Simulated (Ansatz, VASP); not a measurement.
**One calculation of GaN, two programs**

```
Ga N
1.0
     3.18257    0.00000    0.00000
    -1.59129    2.75619    0.00000
     0.00000    0.00000    5.18541
Ga N
2 2
Direct
  0.33333 0.66667 0.99919
  0.66667 0.33333 0.49919
  0.33333 0.66667 0.37581
  0.66667 0.33333 0.87581
```

Alike in both runs: functional PBEsol; k mesh 10 × 10 × 6; occupations fermi-dirac, width 0.05 eV; no spin polarisation.

Ansatz relaxed the structure, and its values are those at the end. VASP's run is a single point on that final structure, the one shown.

```csv
,VASP,Ansatz
version,VASP 6.6.1,Ansatz 0.2.0
potentials or method,"VASP PAW PBE potentials, release 64 (Ga_d, N)","PAW with Ansatz's default frozen-core files, scalar-relativistic"
plane-wave cutoff (eV),520,420
valence electrons in the cell,36,36
```

```tsv
	VASP	Ansatz	Ansatz less VASP
gap on the k mesh at the Fermi level (eV)	1.89	1.88	-0.019
pressure (GPa)	-0.2	0.0	+0.21
```

Caveats: the PAW data sets were made with another functional, which shifts forces and pressure a little (VASP).
